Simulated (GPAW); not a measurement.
# Pd (Fm-3m) in GPAW: further runs, part 2 of 2

GPAW 26.7.0. The steps go on from the part before.

### Step 5. Single point, PBE

run.py reads:

```python
from ase.dft.bandgap import bandgap
from ase.io import read, write
from ase.units import GPa
from gpaw import GPAW, PW

atoms = read('Pd.cif')

calc = GPAW(mode=PW(900),
            xc='PBE',
            kpts={'size': (9, 9, 9), 'gamma': True},
            occupations={'name': 'fermi-dirac', 'width': 0.05},
            nbands=17,
            convergence={'density': 1e-05, 'energy': 1e-05},
            maxiter=80,
            txt='gpaw.txt')
atoms.calc = calc
energy = atoms.get_potential_energy()
forces = atoms.get_forces()
stress = atoms.get_stress()
calc.write('gs.gpw')
write('result.traj', atoms)
print(f'Energy: {energy:.6f} eV')
print('Forces (eV/A):')
print(forces.round(4))
print('Stress (GPa):', (stress / GPa).round(3))
print('Fermi level:', round(calc.get_fermi_level(), 4), 'eV')
print(f'Gap: {bandgap(calc)[0]:.4f} eV, direct: {bandgap(calc, direct=True)[0]:.4f} eV')
```

Pd.cif reads:

```cif
data_Pd
_cell_length_a 2.75276670
_cell_length_b 2.75276670
_cell_length_c 2.75276670
_cell_angle_alpha 60.00000000
_cell_angle_beta 60.00000000
_cell_angle_gamma 60.00000000
_space_group_name_H-M_alt 'P1'
_space_group_name_Hall 'P 1'
_space_group_IT_number 1
loop_
_space_group_symop_operation_xyz
'x,y,z'
loop_
_atom_site_label
_atom_site_type_symbol
_atom_site_symmetry_multiplicity
_atom_site_Wyckoff_symbol
_atom_site_fract_x
_atom_site_fract_y
_atom_site_fract_z
_atom_site_occupancy
Pd1 Pd 1 a 0.0000000000 0.0000000000 0.0000000000 1
```

Potentials or basis: GPAW PAW data sets (gpaw-data 1.2.1), pw.

Command:

```console
$ OMP_NUM_THREADS=1 python run.py
```

gpaw.txt:

```text
__  _  _
 | _ |_)|_||  |
 |__||  | ||/\| - 26.7.0

Input parameters:
  mode=PW(ecut=900.0000000000001),
  convergence={'density': 1e-05, 'energy': 1e-05},
  kpts=MonkhorstPack(size=(9, 9, 9), gamma=True),
  maxiter=80,
  nbands=17,
  occupations=Occupations(name='fermi-dirac', width=0.05),
  xc=XC(name='PBE')

Diagonalizing LCAO Hamiltonian
Converting LCAO to pw mode

       Pd

Atoms  # Å, Bohr magnetons
|   | symbol |        x |        y |        z |    initial magnetic moments |
|---|--------|----------|----------|----------|-----------------------------|
| 0 |     Pd | 0.000000 | 0.000000 | 0.000000 | ( 0.0000,  0.0000,  0.0000) |

Unit cell  # Å
| periodic |        x |        y |        z |  lengths |    angles |
|----------|----------|----------|----------|----------|-----------|
|      yes | 2.752767 | 0.000000 | 0.000000 | 2.752767 | 60.000000 |
|      yes | 1.376383 | 2.383966 | 0.000000 | 2.752767 | 60.000000 |
|      yes | 1.376383 | 0.794655 | 2.247625 | 2.752767 | 60.000000 |

Number of symmetries: 48
Symmetry operations  # r_c * U_cc + t_c -> r_c
|    | kind |            matrix            |
|----|------|------------------------------|
|  0 |  σ   |  1, 0, 0,  1, 0,-1,  1,-1, 0 |
|  1 |  C2  |  1, 0, 0,  1,-1, 0,  1, 0,-1 |
|  2 |  E   |  1, 0, 0,  0, 1, 0,  0, 0, 1 |
|  3 |  σ   |  1, 0, 0,  0, 0, 1,  0, 1, 0 |
|  4 |  C4  |  1, 0,-1,  1, 0, 0,  1,-1, 0 |
|  5 |  S6  |  1, 0,-1,  1,-1, 0,  1, 0, 0 |
|  6 |  σ   |  1, 0,-1,  0, 1,-1,  0, 0,-1 |
|  7 |  C3  |  1, 0,-1,  0, 0,-1,  0, 1,-1 |
|  8 |  S6  |  1,-1, 0,  1, 0, 0,  1, 0,-1 |
|  9 |  C4  |  1,-1, 0,  1, 0,-1,  1, 0, 0 |
| 10 |  C3  |  1,-1, 0,  0,-1, 1,  0,-1, 0 |
| 11 |  σ   |  1,-1, 0,  0,-1, 0,  0,-1, 1 |
| 12 |  σ   |  0, 1, 0,  1, 0, 0,  0, 0, 1 |
| 13 |  C4  |  0, 1, 0,  0, 1,-1, -1, 1, 0 |
| 14 |  C3  |  0, 1, 0,  0, 0, 1,  1, 0, 0 |
| 15 |  S6  |  0, 1, 0, -1, 1, 0,  0, 1,-1 |
| 16 |  C2  |  0, 1,-1,  1, 0,-1,  0, 0,-1 |
| 17 |  σ   |  0, 1,-1,  0, 1, 0, -1, 1, 0 |
| 18 |  S4  |  0, 1,-1,  0, 0,-1,  1, 0,-1 |
| 19 |  C4  |  0, 1,-1, -1, 1, 0,  0, 1, 0 |
| 20 |  C3  |  0, 0, 1,  1, 0, 0,  0, 1, 0 |
| 21 |  σ   |  0, 0, 1,  0, 1, 0,  1, 0, 0 |
| 22 |  S6  |  0, 0, 1,  0,-1, 1, -1, 0, 1 |
| 23 |  C4  |  0, 0, 1, -1, 0, 1,  0,-1, 1 |
| 24 |  S4  |  0, 0,-1,  1, 0,-1,  0, 1,-1 |
| 25 |  C3  |  0, 0,-1,  0, 1,-1,  1, 0,-1 |
| 26 |  C2  |  0, 0,-1,  0,-1, 0, -1, 0, 0 |
| 27 |  S6  |  0, 0,-1, -1, 0, 0,  0,-1, 0 |
| 28 |  S4  |  0,-1, 1,  1,-1, 0,  0,-1, 0 |
| 29 |  C4  |  0,-1, 1,  0, 0, 1, -1, 0, 1 |
| 30 |  C2  |  0,-1, 1,  0,-1, 0,  1,-1, 0 |
| 31 |  σ   |  0,-1, 1, -1, 0, 1,  0, 0, 1 |
| 32 |  C3  |  0,-1, 0,  1,-1, 0,  0,-1, 1 |
| 33 |  S6  |  0,-1, 0,  0, 0,-1, -1, 0, 0 |
| 34 |  S4  |  0,-1, 0,  0,-1, 1,  1,-1, 0 |
| 35 |  C2  |  0,-1, 0, -1, 0, 0,  0, 0,-1 |
| 36 |  C2  | -1, 1, 0,  0, 1, 0,  0, 1,-1 |
| 37 |  S6  | -1, 1, 0,  0, 1,-1,  0, 1, 0 |
| 38 |  S4  | -1, 1, 0, -1, 0, 1, -1, 0, 0 |
| 39 |  C3  | -1, 1, 0, -1, 0, 0, -1, 0, 1 |
| 40 |  S6  | -1, 0, 1,  0, 0, 1,  0,-1, 1 |
| 41 |  C2  | -1, 0, 1,  0,-1, 1,  0, 0, 1 |
| 42 |  C3  | -1, 0, 1, -1, 1, 0, -1, 0, 0 |
| 43 |  S4  | -1, 0, 1, -1, 0, 0, -1, 1, 0 |
| 44 |  C2  | -1, 0, 0,  0, 0,-1,  0,-1, 0 |
| 45 |  i   | -1, 0, 0,  0,-1, 0,  0, 0,-1 |
| 46 |  σ   | -1, 0, 0, -1, 1, 0, -1, 0, 1 |
| 47 |  C2  | -1, 0, 0, -1, 0, 1, -1, 1, 0 |

BZ-sampling:
  Number of BZ points: 729
  Number of IBZ points: 35

  Monkhorst-Pack size: [9, 9, 9]
  Monkhorst-Pack shift: [0, 0, 0]

K-points  # in reciprocal-cell coordinates
|     |                                coordinates |     weight |
|-----|--------------------------------------------|------------|
|   0 | (  0.00000000,   0.00000000,   0.00000000) | 0.00137174 |
|   1 | (  0.11111111,   0.11111111,   0.00000000) | 0.00823045 |
|   2 | (  0.11111111,   0.11111111,   0.11111111) | 0.01097394 |
|   3 | (  0.22222222,   0.11111111,   0.11111111) | 0.01646091 |
|   4 | (  0.22222222,   0.22222222,   0.00000000) | 0.00823045 |
|   5 | (  0.22222222,   0.22222222,   0.11111111) | 0.03292181 |
|   6 | (  0.22222222,   0.22222222,   0.22222222) | 0.01097394 |
|   7 | (  0.33333333,   0.22222222,   0.11111111) | 0.03292181 |
|   8 | (  0.33333333,   0.22222222,   0.22222222) | 0.03292181 |
|   9 | (  0.33333333,   0.33333333,  -0.33333333) | 0.01646091 |
| ... |                                            |            |
|  34 | (  0.44444444,   0.44444444,   0.44444444) | 0.01097394 |

Plane wave coefficients: 914
Cutoff: 900.0000000000001 eV

Spin-components: 1 (collinear spins)
Bands:           17
Projectors:      6
Spin-degeneracy: 2
Datatype:        complex128

Parallelization:
  kpt:    1
  domain: 1
  band:   1

Density:
  Valence electrons: 16.0
  Components: 1
  Grid points: [20 20 20]
  Charge: 0.0  # |e|

Potential:
  Grid points: [20 20 20]

species:
  Pd:
    name:    Palladium
    Z:       46.0
    valence: 16
    core:    30
    charge:  0.0  # [|e|]
    compensation charges:
      type: gauss
      rc: 0.38  # [Å]
      lmax: 2
    cutoffs:
      filter: 2.38  # [Å]
      core: 2.28  # [Å]
    projectors
    | kind |    occ | energy [eV] | rcut [Å] |
    |------|--------|-------------|----------|
    |   5s |  0.000 |      -3.315 |    1.228 |
    |   4p |  6.000 |     -51.209 |    1.360 |
    |   5p |  0.000 |      -0.314 |    1.360 |
    |   4d | 10.000 |      -4.047 |    1.228 |
    |    s |        |      23.896 |    1.228 |
    |    d |        |      23.165 |    1.228 |

    Using partial waves for Pd as LCAO basis

Reference energy: -137227.490718  # eV

eigensolver:
  PPCG
  Converge bands: occupied
  niter=2

density mixing:
  MSR1-Mixer
  Pratt-step length: 0.05
  Maximum mixing coefficient: 0.75
  Old densities: 10
  SVD Regularization: 0.005
  Good broyden scale: 1.0
  Trust region scale: 1.0
  Backstep threshold: 4.0
  History deletion threshold: 6.0
  Fourier metric: weight=20.0, sigma=0.015

occupation numbers:
  Fermi-Dirac:
    width: 0.0500  # eV

poisson solver:
  ecut: 7200.000000000001  # eV

xc functional:
  name: PBE with 2 nearest neighbor stencil

convergence criteria:
- Maximum integral of absolute [dens]ity change: 1e-05 electrons / valence electron
- Maximum [total energy] change in last 3 cyles: 1e-05 eV / valence electron
- Maximum integral of absolute [eigenst]ate change: 4e-08 eV^2 / valence electron
maximum number of iterations: 80

SCF iterations
|iter     | |      energy | eigst |  dens |
|---------|-|-------------|-------|-------|
|iter:   1| |   -4.865792 | -0.06 |       |
|iter:   2| |   -4.626255 | -2.53 | -0.98 |
|iter:   3| |   -3.885318 | -1.44 | -1.03 |
|iter:   4| |   -3.876327 | -3.35 | -2.03 |
|iter:   5| |   -3.873350 | -3.69 | -2.18 |
|iter:   6| |   -3.873355 | -6.08 | -3.68 |
|iter:   7| |   -3.873357c| -7.14 | -4.01 |
|iter:   8| |   -3.873357c| -8.48c| -5.19c|

Converged in 8 steps
Energy contributions relative to reference atoms: (reference = -137227.490718)

Energy contributions:
  Kinetic:          -2.001411
  Coulomb:          -2.495110
  Zero:             -0.150335
  External:          0.000000
  Xc:                0.782688
  Entropy:          -0.018376
  Spinorbit:         0.000000
  ----------------------------
  Free energy:      -3.882545
  Extrapolated:     -3.873357

dipole moment: (-16.351306, -9.440431, -6.675393)  # |e|*Ang

Fermi level: 9.456
Eigenvalues  # (at kpt = [0.000, 0.000, 0.000])
| band index |      eig [eV] | occ [0-2] |
|------------|---------------|-----------|
|          0 |       -40.204 |     2.000 |
|          1 |       -40.204 |     2.000 |
|          2 |       -40.204 |     2.000 |
|          3 |         2.360 |     2.000 |
|          4 |         6.639 |     2.000 |
|          5 |         6.639 |     2.000 |
[... 9 lines left out ...]
|         15 |        39.714 |     0.000 |
|         16 |        39.714 |     0.000 |

No gap
No difference between direct/indirect transitions

Forces  # eV/Ang
|        x |       y |        z |
|----------|---------|----------|
| -0.00000 | 0.00000 | -0.00000 |  # Pd   0

Stress tensor  # eV/Ang^3
|         x |         y |         z |
|-----------|-----------|-----------|
| -0.042219 |  0.000000 |  0.000000 |
|  0.000000 | -0.042219 |  0.000000 |
|  0.000000 |  0.000000 | -0.042219 |

# Writing to gs.gpw (mode='')
```

Wall time 9.3 s (1 thread of Arm Neoverse V1, shared host); peak memory 0.14 GiB.

Results:

- Free energy: -3.8825 eV
- Pressure: 6.8 GPa
- Band gap on the k mesh: none (metal or under the smearing width)

Levels at points of the mesh, in eV from the Fermi level:
```csv
k point,band 4,band 5,band 6,band 7,band 8,band 9,band 10,band 11,band 12,band 13
"(0.00, 0.00, 0.00)",-7.10,-2.82,-2.82,-2.82,-1.21,-1.21,17.50,22.54,22.54,22.54
```

### Step 6. The runs side by side

```csv
level,potentials or basis,k mesh,cutoff (eV),smearing,maxiter,other keys,gap on the mesh (eV),pressure (GPa)
LDA,"the program's PAW data sets (release 1.2.1) made for this functional, pw",12 × 12 × 12,600,gaussian 0.1 eV,150,-,none,-8.6
PBE,"GPAW PAW data sets (gpaw-data 1.2.1), pw",12 × 12 × 12,600,gaussian 0.1 eV,150,-,none,6.9
RPBE,"the program's PAW data sets (release 1.2.1) made for this functional, pw",12 × 12 × 12,600,gaussian 0.1 eV,150,-,none,11.8
PBE,"GPAW PAW data sets (gpaw-data 1.2.1), pw",9 × 9 × 9,900,fermi-dirac 0.05 eV,80,"several, not listed",none,6.8
```

Alike in all rows: task single point; no spin polarisation; cell as given.

Absolute energies hang on the potentials; compare differences alone.
